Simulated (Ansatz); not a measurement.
## A computed series for NaI: pressure series

Consider NaI in the rock salt structure (space group Fm-3m, No. 225; a = 6.528 Å).

Cell and atoms are relaxed at each pressure.

Method: PBE, PAW, 420 eV (Ansatz, a first-principles code; no SOC).

```csv
pressure (GPa),band gap (eV)
-2,3.11
-1,3.39
0,3.58
0.7,3.69
1.5,3.80
3,3.99
5,4.21
7.5,?
10,4.65
```

### Question
Fit E_g = E₀ + αP + βP² to the rows shown and predict the withheld row.

### Answer
Least squares on the printed values gives E₀ = 3.54 eV, α = 174 meV/GPa, β = -6.5 meV/GPa² (largest residual 0.06 eV); this predicts 4.48 eV, and the run gives 4.44 eV, 0.04 lower.

With I present, leaving out spin-orbit coupling can change the band edges. Load acts through the strain it causes; cell and atoms are relaxed under it. No phonon test of stability was made. No other phases were tried under pressure.
